Lead telluride, PbTe, has the rocksalt structure. The same crystal has been computed with ten density functionals, which differ in how they turn the electron density into an exchange-correlation energy. The LDA forms use only the density at each point, while the other six also use how fast it varies there.

For each functional the table gives the equilibrium volume V₀, where the energy is lowest, and its change from the given cell. The bulk modulus B₀ is the resistance to uniform compression at V₀, and the bulk modulus slope B′ tells how fast this resistance rises with pressure. The given cell, with an edge of 6.462 Å, agrees with the crystal at room temperature.

ABINIT 10.8.3, Kohn–Sham DFT with PAW datasets for rocksalt PbTe (2-atom cell), without spin polarisation, spin–orbit coupling or dispersion correction. The plane-wave cutoff is 408 eV (fine grid 816 eV), the k mesh 7×7×7 and the Fermi–Dirac smearing 0.05 eV. Equilibrium values are fitted to energies at seven volumes; the given cell has 33.73 Å³/atom.

```
functional           potentials  equilibrium volume (Å³/atom)  equilibrium volume change (% of the given cell)  bulk modulus (GPa)  bulk modulus slope
       LDA  JTH PAW LDA v2.0 sp                         32.53                                           -3.550               50.10               4.720
       PBE  JTH PAW PBE v2.0 sp                         35.44                                            5.080               39.30               4.670
    PBEsol  JTH PAW PBE v2.0 sp                         33.53                                           -0.600               45.90               4.710
      AM05  JTH PAW PBE v2.0 sp                         33.85                                            0.370               43.00               4.750
    LDA-PZ  JTH PAW LDA v2.0 sp                         32.54                                           -3.540               50.30               4.820
 LDA-Teter  JTH PAW LDA v2.0 sp                         32.57                                           -3.440               49.90               4.720
   LDA-VWN  JTH PAW LDA v2.0 sp                         32.51                                           -3.630               50.20               4.720
      PW91  JTH PAW PBE v2.0 sp                         35.32                                            4.720               40.10               4.670
     SOGGA  JTH PAW PBE v2.0 sp                         32.97                                           -2.240               47.70               4.730
        WC  JTH PAW PBE v2.0 sp                         33.55                                           -0.520               46.60               4.710
```

(a) Which functionals fail for the volume, and how can the failure be told from a harmless difference?

Solution. Two groups stand apart from the rest. The four LDA forms make the crystal too small, LDA itself by 3.6 % of the given cell. PBE and PW91 make it too large, PBE by 5.1 %. SOGGA, PBEsol, WC and AM05 lie between these groups.

The grouping shows what kind of error this is. The four LDA forms describe the uniform electron gas by different formulas, yet their volumes differ by only 0.06 Å³ per atom. The step from LDA to PBE is 2.91 Å³ per atom, almost fifty times as much. A better formula for the uniform gas would therefore not cure LDA, because the fault lies in using the local density alone.

The size of each error depends on the temperature of the reference. The calculation holds the atoms at rest, whereas a warm crystal has expanded. The cold crystal is smaller than the given cell by roughly 1.5 %, a recalled figure. Against it LDA errs by about −2 % and PBE by about +7 %, so two errors that looked similar in size are quite different.

The same correction forbids naming a winner in the middle group. AM05 lies closest to the given cell, but against the cold crystal it errs by about +2 %, so by size alone LDA fails no worse than AM05. SOGGA, PBEsol and WC all lie closer to the cold crystal, and the rough figure of 1.5 % cannot rank those three. Spin-orbit coupling, which is left out although both elements are heavy, may shift the volumes too, by an amount that these calculations do not test. The opposite errors of LDA and PBE are a firmer finding than any order among the functionals between them.

(b) Why do LDA and PBE err in opposite directions?

Solution. LDA treats each small region of the crystal as a piece of uniform electron gas. Real electrons gain additional exchange energy where the density varies strongly, and LDA leaves out this gain. When the atoms move apart, the density between them thins out, and its variation becomes larger relative to the density itself. The neglected gain is thus greater in the expanded crystal, so LDA favours the compressed one.

A gradient correction restores this gain. Since it lowers the energy more at large volume than at small volume, it acts like a pressure from inside that pushes the atoms apart. The pressures from the same calculations show the push directly. In the given cell LDA has −1.7 GPa and would shrink, while PBE has +2.2 GPa and would expand.

The difference of 3.9 GPa is large for so soft a solid. With a bulk modulus between 40 and 50 GPa, such a pressure changes the volume by roughly 8 to 10 %, which is the size of the step from LDA to PBE. There is also a practical consequence. A PBE calculation held at the measured cell edge describes a crystal under compression, and this built-in stress enters any stress computed there.

PBE overshoots largely because its exchange term responds strongly to gradients. That strength suits atoms, whose density falls off steeply into empty space, but it is too great for the milder variations in many solids. The missing long-range dispersion attraction may add to the overshoot, which these calculations do not test. WC follows PBE where gradients are very small but responds more weakly at moderate ones. SOGGA responds more weakly already at small gradients, and it also caps the gain at large gradients more tightly than PBE or WC. Theory therefore suggests the order SOGGA, WC, PBE from small to large volume, which is the order in the table.

This comparison is a clean one, because the three functionals share the same correlation and the same atomic datasets. Only exchange differs, and it alone makes the PBE volume 1.89 Å³ per atom larger than that of WC. The step from LDA to PBE is less pure, since the datasets change with it, and their share has not been tested. For a related gradient functional the first guess follows from the same picture: the more its exchange energy rewards the moderate gradients found in solids, the larger the crystal it tends to predict.

(c) The measured bulk modulus at room temperature is roughly 40 GPa, a recalled value, and PBE gives 39.3 GPa. Does PBE describe the stiffness correctly in spite of its volume?

Solution. A bulk modulus belongs to a particular volume. Stretched bonds resist compression less, so a functional that makes the crystal too large also tends to make it too soft. To compare the functionals themselves, one must look at them at one common volume.

The change of pressure between two neighbouring volumes gives the modulus in the given cell. There LDA has 42 GPa and PBE 49 GPa. At their own minima the order is the reverse, with LDA at 50 GPa and PBE at 39 GPa. PBE is thus the stiffer description of PbTe at a fixed volume, and it looks soft only because it has let the crystal expand.

How much softening does the expansion alone bring? Let the modulus B change with the pressure P at the constant rate B′. With the definition of the bulk modulus this gives

dB = B′ dP and dP = −B dV/V

so that

B(V) = B₀ (V₀/V)^B′

The formula carries the modulus of one functional to another volume V, with no adjustable constant. Applied to LDA at the PBE volume, it gives

B = 50.1 GPa × (32.53/35.44)^4.72 = 33.4 GPa

Expansion alone would therefore soften the LDA crystal by about 17 GPa. PBE is actually softer than LDA by only 11 GPa, so it must bring some 6 GPa of stiffness of its own. The estimate gets the direction right and exaggerates the size, because it changes the volume but keeps the LDA description of the bonds.

The additional stiffness comes from the same inner pressure that caused the expansion. This pressure, taken as PBE less LDA, falls from 4.3 GPa at the smallest computed volume to 3.5 GPa at the largest. When the crystal is squeezed, the outward push grows and resists the squeezing. The gradient correction thus stiffens the crystal at a fixed volume, yet softens it at equilibrium by moving it to a larger volume.

The good agreement of PBE with the measured modulus is therefore a cancellation. At the measured room-temperature volume PBE gives 49 GPa, well above the rough measured value, and only its excessive expansion brings the result down to 39 GPa. The warm reference flatters PBE as well, since the cold crystal is smaller and should be stiffer than the value measured at room temperature. Had the room-temperature modulus been the only quantity compared, the failure would have stayed hidden. The volume, or equally the pressure in the measured cell, reveals it.

Volume does not explain every detail of the stiffness. Carried to the AM05 volume by the same formula, the PBEsol modulus becomes 43.9 GPa, whereas AM05 itself gives 43.0 GPa. Most of the difference between these two functionals thus comes from volume, and the remainder from how their energies curve at a given volume. The output below lists, for each functional, the modulus in the given cell and the LDA modulus carried to that functional's own volume.

The analysis program printed:

```
Volume errors and stiffness at one common volume:
        row  edge in A  volume error against cold crystal in %  pressure at given cell in GPa  B at given cell in GPa  LDA B carried to own volume in GPa
        LDA      6.384                                  -2.081                         -1.673                    42.1                                50.1
        PBE      6.569                                    6.68                          2.177                   49.29                               33.44
     PBEsol      6.449                                  0.9137                        -0.2808                   44.68                               43.43
       AM05       6.47                                   1.898                         0.1493                   43.73                               41.52
     LDA-PZ      6.385                                  -2.071                         -1.678                   42.17                               50.03
  LDA-Teter      6.387                                   -1.97                         -1.618                   42.21                               49.81
    LDA-VWN      6.383                                  -2.162                         -1.708                   42.02                               50.25
       PW91      6.562                                   6.315                          2.049                    49.5                               33.98
      SOGGA      6.413                                 -0.7513                         -1.035                   42.85                               47.02
         WC      6.451                                  0.9949                        -0.2509                   45.47                               43.31
Volume PBE less LDA in A^3 per atom: 2.91
Volume PBE less LDA in % of LDA: 8.946
Spread of the four LDA volumes in A^3 per atom: 0.06
Volume PBE less PW91 in A^3 per atom: 0.12
Volume PBE less WC (exchange only) in A^3 per atom: 1.89
Volume PBE less SOGGA (exchange only) in A^3 per atom: 2.47
Pressure PBE less WC at given cell in GPa: 2.428
Pressure PBE less LDA at given cell in GPa: 3.851
Pressure PBE less LDA at 31.71 A^3 per atom in GPa: 4.319
Pressure PBE less LDA at 35.75 A^3 per atom in GPa: 3.452
B PBE less LDA at own minima in GPa: -10.8
B PBE less LDA at given cell in GPa: 7.183
Change of LDA B when carried to PBE volume in GPa: -16.66
B of PBE above carried LDA value in GPa: 5.864
PBEsol B carried to AM05 volume in GPa: 43.89
B of AM05 less that carried value in GPa: -0.8918
```
